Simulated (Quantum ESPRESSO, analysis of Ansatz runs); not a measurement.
# A hop of O in HfO2 (P2_1/c), charge +2 (Quantum ESPRESSO), part 2 of 3

Wanted: path and barrier of a jump of O in HfO2 (P2_1/c) at charge +2. The case: V_O hop (2.5 Å), in a cell of 48 host atoms with 1 O taken out.

Quantum ESPRESSO 7.5; Quantum ESPRESSO plane-wave DFT, PBEsol, GBRV 1.5 PBEsol potentials; nudged elastic band between two relaxed defect structures at fixed charge in a uniform background.

So far: The starting structure; Relaxation of the start point, charge +2.

### Step 3. Relaxation of the end point, charge +2

Level of this step: Quantum ESPRESSO plane-wave DFT, PBEsol, GBRV 1.5 PBEsol potentials; relaxation of all atoms of a defect supercell at fixed charge in a uniform background (Quantum ESPRESSO).

The end point is relaxed in the same cell and settings, so that the two energies compare. Atoms more than 3.2 Å from the middle of the hop start where the first relaxation left them, the nearer ones on or close to their ideal places, with small random displacements.

File pw.in:

```
&CONTROL
  calculation = 'relax'
  prefix = 'pwscf'
  outdir = './tmp'
  pseudo_dir = './pseudo'
  tprnfor = .true.
  disk_io = 'low'
  nstep = 70
  forc_conv_thr = 0.0012
  etot_conv_thr = 0.0001
/
&SYSTEM
  ibrav = 0
  nat = 47
  ntyp = 2
  ecutwfc = 36
  ecutrho = 288
  nbnd = 192
  occupations = 'fixed'
  tot_charge = 2
  nosym = .true.
/
&ELECTRONS
  conv_thr = 5d-08
  electron_maxstep = 100
  mixing_beta = 0.5
/
&IONS
  ion_dynamics = 'bfgs'
/
ATOMIC_SPECIES
Hf   178.4900 hf_pbesol_v1.uspp.F.UPF
O     15.9990 o_pbesol_v1.2.uspp.F.UPF
CELL_PARAMETERS angstrom
  -5.9416700219    5.1632183080    5.1583953540
   4.2040263251   -5.1632183080    5.1655566081
   5.9416700219    5.1632183080   -5.1583953540
ATOMIC_POSITIONS crystal
Hf     0.0803198871    0.4877488475    0.8625714205
Hf     0.0849819616    0.9943182841    0.3707280803
Hf     0.5836541467    0.4924623056    0.3683548096
[... 4 atom lines left out ...]
Hf     0.8741576603    0.7579630434    0.8400552492
[... 1 atom line left out ...]
Hf     0.4164431828    0.5062387210    0.6323443143
[... 4 atom lines left out ...]
Hf     0.6246812933    0.2417980898    0.6586159452
[... 1 atom line left out ...]
O      0.3613362259    0.2143974428    0.5929040735
[... 2 atom lines left out ...]
O      0.8617018003    0.7131774127    0.5942883695
[... 1 atom line left out ...]
O      0.3799065256    0.5361054641    0.3986380409
[... 1 atom line left out ...]
O      0.8793613588    0.5348809144    0.8977565900
[... 8 atom lines left out ...]
O      0.3383650750    0.7041205258    0.7072207105
[... 3 atom lines left out ...]
O      0.5011891068    0.5440247241    0.8826787355
O      0.9891353348    0.0495306297    0.8846651296
[... 4 atom lines left out ...]
O      0.6172147925    0.4638354676    0.6026315823
[... 3 atom lines left out ...]
O      0.5213167396    0.9456495146    0.6221873840
K_POINTS gamma
```

Run with:

```sh
$ OMP_NUM_THREADS=1 mpirun -n 4 pw.x -in pw.in > pw.out
```

The log of the run:

```text
[shortened: banners, details of potentials and solvers, and blank lines are left out]
[banner, memory and clock lines left out]
     gamma-point specific algorithms are used
     one sub-group per band group will be used
     bravais-lattice index     =            0
     lattice parameter (alat)  =      17.7847  a.u.
     unit-cell volume          =    3650.0307 (a.u.)^3
     number of atoms/cell      =           47
     number of atomic types    =            2
     number of electrons       =       376.00
     number of Kohn-Sham states=          192
     kinetic-energy cutoff     =      36.0000  Ry
     charge density cutoff     =     288.0000  Ry
     scf convergence threshold =      5.0E-08
     mixing beta               =       0.5000
     number of iterations used =            8  plain     mixing
     energy convergence thresh.=      1.0E-04
     force convergence thresh. =      1.2E-03
     Exchange-correlation= SLA  PW   PSX  PSC
                           (   1   4  10   8   0   0   0)
     nstep                     =           70
     crystal axes: (cart. coord. in units of alat)
               a(1) = (  -0.631338   0.548623   0.548110 )
               a(2) = (   0.446703  -0.548623   0.548871 )
               a(3) = (   0.631338   0.548623  -0.548110 )
     PseudoPot. # 1 for Hf read from file:
     hf_pbesol_v1.uspp.F.UPF
     Pseudo is Ultrasoft + core correction, Zval = 12.0
[...]
PseudoPot. # 2 for O  read from file:
     o_pbesol_v1.2.uspp.F.UPF
     Pseudo is Ultrasoft + core correction, Zval =  6.0
[...]
atomic species   valence    mass     pseudopotential
     Hf               12.00   178.49000     Hf( 1.00)
     O                 6.00    15.99900     O ( 1.00)
     No symmetry found
     site n.     atom                  positions (alat units)
         1        Hf     tau(   1) = (   0.7117441   0.2497016  -0.1610489  )
         2        Hf     tau(   2) = (   0.6245674  -0.2954928   0.3891324  )
         3        Hf     tau(   3) = (   0.0840577   0.2521178   0.3883063  )
         4        Hf     tau(   4) = (   0.6242755   0.2549733   0.3866381  )
         5        Hf     tau(   5) = (   0.4058642   0.5236258  -0.1116710  )
         6        Hf     tau(   6) = (   0.3124120  -0.0246837   0.4325357  )
         7        Hf     tau(   7) = (  -0.2204815   0.5259697   0.4323252  )
         8        Hf     tau(   8) = (   0.3170542   0.5246206   0.4347161  )
[...]
number of k points=     1
                       cart. coord. in units 2pi/alat
        k(    1) = (   0.0000000   0.0000000   0.0000000), wk =   2.0000000
     Dense  grid:   150556 G-vectors     FFT dimensions: ( 100,  90, 100)
     Smooth grid:    53237 G-vectors     FFT dimensions: (  72,  64,  72)
     Check: negative core charge=   -0.000005
     starting charge     345.9999, renormalised to     376.0000
     Self-consistent Calculation
     iteration #  1     ecut=    36.00 Ry     beta= 0.50
     total energy              =   -3542.60711733 Ry
     estimated scf accuracy    <      15.58194901 Ry
     iteration #  2     ecut=    36.00 Ry     beta= 0.50
     total energy              =   -3544.22199426 Ry
     estimated scf accuracy    <       3.92787066 Ry
     iteration #  3     ecut=    36.00 Ry     beta= 0.50
     total energy              =   -3544.95617876 Ry
     estimated scf accuracy    <       1.23253364 Ry
[...]
estimated scf accuracy    <       0.00016819 Ry
     iteration # 10     ecut=    36.00 Ry     beta= 0.50
     total energy              =   -3545.15097921 Ry
     estimated scf accuracy    <       0.00003520 Ry
[... 147 further cycles ...]
     iteration #  7     ecut=    36.00 Ry     beta= 0.50
     total energy              =   -3545.36856106 Ry
     estimated scf accuracy    <          1.3E-09 Ry
     iteration #  8     ecut=    36.00 Ry     beta= 0.50
     End of self-consistent calculation
          k = 0.0000 0.0000 0.0000 (  6643 PWs)   bands (ev):
   -49.4683 -49.4216 -49.4010 -49.3947 -49.3822 -49.3474 -49.3094 -49.2790
   -49.2439 -49.2423 -49.2039 -49.1924 -49.1898 -49.1854 -49.1822 -49.1655
   -18.5602 -18.5344 -18.4957 -18.4663 -18.4292 -18.4209 -18.3654 -18.3590
   -18.3467 -18.3276 -18.3092 -18.2888 -18.2597 -18.2509 -18.2359 -18.2327
   -18.2247 -18.2097 -18.1820 -18.1775 -18.1654 -18.1620 -18.1187 -18.1084
   -18.0883 -18.0701 -18.0603 -18.0534 -18.0355 -18.0257 -18.0074 -18.0017
   -17.9874 -17.9746 -17.9537 -17.9428 -17.9312 -17.9113 -17.9097 -17.8935
   -17.8817 -17.8747 -17.8684 -17.8639 -17.8434 -17.8214 -17.8084 -17.7813
[...]
highest occupied, lowest unoccupied level (ev):    10.8516   14.5623
!    total energy              =   -3545.36856106 Ry
     estimated scf accuracy    <          6.9E-11 Ry
     The total energy is the sum of the following terms:
     one-electron contribution =    -576.53810813 Ry
     hartree contribution      =     503.93249380 Ry
     xc contribution           =   -1429.89494484 Ry
     ewald contribution        =   -2042.86800190 Ry
     convergence has been achieved in   8 iterations
     Forces acting on atoms (cartesian axes, Ry/au):
     atom    1 type  1   force =    -0.00042575    0.00005862   -0.00013178
     atom    2 type  1   force =    -0.00064717   -0.00078606    0.00073529
     atom    3 type  1   force =     0.00002764    0.00002168    0.00066902
     atom    4 type  1   force =    -0.00075402   -0.00022613   -0.00009212
     atom    5 type  1   force =     0.00041817   -0.00039586    0.00018297
     atom    6 type  1   force =    -0.00023632   -0.00033206   -0.00067562
     atom    7 type  1   force =     0.00028589   -0.00042730    0.00073545
     atom    8 type  1   force =    -0.00095942   -0.00013139    0.00003484
[...]
Total force =     0.006272     Total SCF correction =     0.000021
     Energy error            =      9.1E-05 Ry
     Gradient error          =      1.7E-03 Ry/Bohr
     number of scf cycles    =  18
     number of bfgs steps    =  17
     energy             old  =   -3545.3684700150 Ry
     energy             new  =   -3545.3685610646 Ry
     CASE: energy            _new < energy            _old
     new trust radius        =       0.0090771942 bohr
     new conv_thr            =       0.0000000005 Ry
ATOMIC_POSITIONS (crystal)
Hf               0.0877567239        0.4866750546        0.8685062213
Hf               0.0783732532        0.9842767336        0.3634164120
Hf               0.5806534699        0.4935629456        0.3668128301
Hf               0.5818544288        1.0177820687        0.8803860181
Hf               0.3746890882        0.2623209649        0.8398795013
Hf               0.3771158133        0.7579596040        0.3444656747
Hf               0.8750147681        0.2569736851        0.3446114663
Hf               0.8998742389        0.7535471543        0.8436284702
[...]
Check: negative core charge=   -0.000005
     Self-consistent Calculation
     iteration #  1     ecut=    36.00 Ry     beta= 0.50
     total energy              =   -3545.36860885 Ry
     estimated scf accuracy    <       0.00005682 Ry
     iteration #  2     ecut=    36.00 Ry     beta= 0.50
     total energy              =   -3545.36861516 Ry
     estimated scf accuracy    <       0.00000745 Ry
     iteration #  3     ecut=    36.00 Ry     beta= 0.50
     total energy              =   -3545.36861652 Ry
     estimated scf accuracy    <       0.00000134 Ry
[...]
estimated scf accuracy    <       0.00000003 Ry
     iteration #  6     ecut=    36.00 Ry     beta= 0.50
     total energy              =   -3545.36861673 Ry
     estimated scf accuracy    <          4.3E-09 Ry
     iteration #  7     ecut=    36.00 Ry     beta= 0.50
     total energy              =   -3545.36861673 Ry
     estimated scf accuracy    <          8.2E-10 Ry
     iteration #  8     ecut=    36.00 Ry     beta= 0.50
     End of self-consistent calculation
          k = 0.0000 0.0000 0.0000 (  6643 PWs)   bands (ev):
   -49.4712 -49.4217 -49.4011 -49.3941 -49.3819 -49.3484 -49.3058 -49.2804
   -49.2440 -49.2419 -49.2058 -49.1919 -49.1883 -49.1835 -49.1819 -49.1644
   -18.5616 -18.5350 -18.4959 -18.4664 -18.4297 -18.4211 -18.3652 -18.3584
   -18.3468 -18.3273 -18.3087 -18.2888 -18.2594 -18.2509 -18.2361 -18.2324
   -18.2246 -18.2095 -18.1823 -18.1770 -18.1654 -18.1617 -18.1186 -18.1080
   -18.0881 -18.0700 -18.0603 -18.0533 -18.0353 -18.0251 -18.0068 -18.0016
   -17.9873 -17.9741 -17.9529 -17.9424 -17.9311 -17.9103 -17.9094 -17.8932
   -17.8813 -17.8751 -17.8678 -17.8636 -17.8434 -17.8210 -17.8078 -17.7811
[...]
highest occupied, lowest unoccupied level (ev):    10.8510   14.5607
!    total energy              =   -3545.36861673 Ry
     estimated scf accuracy    <          1.0E-10 Ry
     The total energy is the sum of the following terms:
     one-electron contribution =    -576.53118649 Ry
     hartree contribution      =     503.93093475 Ry
     xc contribution           =   -1429.89450045 Ry
     ewald contribution        =   -2042.87386454 Ry
     convergence has been achieved in   8 iterations
     Forces acting on atoms (cartesian axes, Ry/au):
     atom    1 type  1   force =    -0.00033415    0.00034851   -0.00009516
     atom    2 type  1   force =    -0.00033685   -0.00092167    0.00047049
     atom    3 type  1   force =     0.00003669    0.00024407    0.00026868
     atom    4 type  1   force =    -0.00062418    0.00005328   -0.00008347
     atom    5 type  1   force =    -0.00007817   -0.00012069   -0.00014741
     atom    6 type  1   force =    -0.00001894    0.00015349   -0.00039704
     atom    7 type  1   force =    -0.00003471   -0.00031026    0.00057489
     atom    8 type  1   force =    -0.00058230   -0.00017976   -0.00016429
[...]
Total force =     0.004889     Total SCF correction =     0.000028
     Energy error            =      5.6E-05 Ry
     Gradient error          =      1.1E-03 Ry/Bohr
     bfgs converged in  19 scf cycles and  18 bfgs steps
     (criteria: energy <  1.0E-04 Ry, force <  1.2E-03 Ry/Bohr)
     End of BFGS Geometry Optimization
     Final energy             =   -3545.3686167333 Ry
Begin final coordinates
ATOMIC_POSITIONS (crystal)
Hf               0.0877567239        0.4866750546        0.8685062213
Hf               0.0783732532        0.9842767336        0.3634164120
Hf               0.5806534699        0.4935629456        0.3668128301
Hf               0.5818544288        1.0177820687        0.8803860181
Hf               0.3746890882        0.2623209649        0.8398795013
Hf               0.3771158133        0.7579596040        0.3444656747
Hf               0.8750147681        0.2569736851        0.3446114663
Hf               0.8998742389        0.7535471543        0.8436284702
[...]
End final coordinates
```

It took 7 min on 4 MPI ranks of Arm Neoverse V1, shared host; peak memory 1.4 GiB; 28 min of CPU time.

The steps of the relaxation:

```
step  energy less that of the first step (eV)
   0                                   0.0000
   1                                  -1.6541
   2                                  -2.1597
   3                                  -2.3812
   4                                  -2.5612
   5                                  -2.7177
   6                                  -2.7885
   7                                  -2.8425
   8                                  -2.8874
   9                                  -2.9111
  10                                  -2.9271
  11                                  -2.9392
  12                                  -2.9475
  13                                  -2.9520
  14                                  -2.9548
  15                                  -2.9572
  16                                  -2.9590
  17                                  -2.9603
  18                                  -2.9610
```

The atoms that moved most (Å):

```
atom      dx      dy      dz  length
 O38   0.034  -0.205  -0.293   0.359
 O43   0.321  -0.028   0.120   0.344
 O33  -0.100   0.025   0.254   0.274
 O45  -0.051  -0.162  -0.188   0.254
 Hf8  -0.150   0.174   0.091   0.247
 Hf4   0.177  -0.105   0.079   0.221
 O39  -0.106   0.147   0.078   0.198
Hf10  -0.051  -0.106  -0.142   0.184
```

Neighbours of O43 at the end:

```
atom  distance (Å)
Hf10         2.072
 Hf8         2.117
 Hf3         2.319
Hf15         2.360
 O24         2.597
 O22         2.626
 O20         2.642
 O17         2.695
```

Numbers from this step:

| Property | Result |
| --- | --- |
| highest filled level | 10.85 eV |
| lowest empty level | 14.56 eV |
| r.m.s. move of the farther half of the atoms | 0.1282 Å |
| largest move from the ideal geometry of this structure, a common shift of the far atoms taken out | 0.4602 Å |

The relaxation gained 2.961 eV and ended with a largest force component of 0.028 eV/Å. The end lies 0.938 eV below the start.

(Part 2 of 3 ends here.)

[Logs are printed without paths, hosts, clocks, repeated set-up lines and the standing remarks that a program may print on its own settings, such as how far it seeks lower states.]

[Hosts, paths, dates, database ids (printed as entryN), source tags and the programs' standing remarks are cut or masked in the printed files.]
